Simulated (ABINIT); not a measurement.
## Ag in ABINIT: convergence with k mesh

Input of the first run (k mesh 2 × 2 × 1); the others differ in this setting and in those tied to it:

Contents of run.abi:

```
pp_dirpath "./"
pseudos "Ag.GGA_PBE-JTH.xml"

acell 3*1.0
rprim
     5.5368975452     0.0000000000     0.0000000000
    -2.7684487726     4.7950939323     0.0000000000
     0.0000000000     0.0000000000     9.0517881370
ntypat 1
znucl 47
natom 2
typat 1 1
xred
     0.6848270000     0.3500780000     0.7468890000
     0.3379130000     0.6726650000     0.2505680000
chkprim 0
chksymtnons 0
tolsym 1.0e-6

ecut 17.0
pawecutdg 34.0
pawxcdev 0

kptopt 1
ngkpt 2 2 1
nshiftk 1
shiftk 0.0 0.0 0.0

ixc 11

nband 15
occopt 3
tsmear 0.00183747

nstep 100
tolvrs 1.0e-9

iomode 3
prtwf 0
prtden 0
prteig 0
prtebands 0
enunit 1
```

Potentials or basis: JTH PAW PBE v2.0.

The run is started by

```bash
$ abinit run.abi > log 2>&1
```

The cell isn't the ideal one: atoms moved at random, drawn with an rms of 0.05 Å.

This isn't the form of Ag at room conditions, which is fcc.

Hardware: 1 thread of Arm Neoverse V1 (shared host).

**Question.** The values tried are 2 × 2 × 1, 3 × 3 × 2, 4 × 4 × 3, 6 × 6 × 4, 8 × 8 × 4, 9 × 9 × 5, 10 × 10 × 6, 12 × 12 × 8, 15 × 15 × 9, loosest first. From which on does the energy stay within 1 meV/atom of the tightest run that finished?

**Answer.** From 12 × 12 × 8 on.

| k mesh | energy less the tightest run, at zero smearing (meV/atom) | pressure (GPa) | largest force (eV/Å) | SCF cycles | CPU time (s) | peak memory (GiB) |
| --- | --- | --- | --- | --- | --- | --- |
| 2 × 2 × 1 | 1245.20 | 6.69 | 0.229 | 9 | 3.7 | 0.09 |
| 3 × 3 × 2 | -99.47 | -0.37 | 0.031 | 9 | 5.7 | 0.1 |
| 4 × 4 × 3 | 136.06 | 2.62 | 0.098 | 9 | 10 | 0.1 |
| 6 × 6 × 4 | 19.49 | 1.10 | 0.098 | 9 | 24 | 0.12 |
| 8 × 8 × 4 | 12.77 | 0.82 | 0.098 | 8 | 36 | 0.15 |
| 9 × 9 × 5 | -20.06 | 0.10 | 0.096 | 9 | 61 | 0.18 |
| 10 × 10 × 6 | 4.56 | 0.68 | 0.097 | 9 | 89 | 0.22 |
| 12 × 12 × 8 | 0.70 | 0.62 | 0.095 | 9 | 170 | 0.33 |
| 15 × 15 × 9 | 0.00 | 0.35 | 0.096 | 9 | 290 | 0.51 |

Against the tightest run, the largest force stays within 0.005 eV/Å from 4 × 4 × 3 on. Not settled before the last step: the pressure (to 0.1 GPa). Meshes of other sizes hit other points, so gaps and Fermi surfaces needn't settle smoothly. The tightest run that finished is the yardstick and may itself not be fully converged.
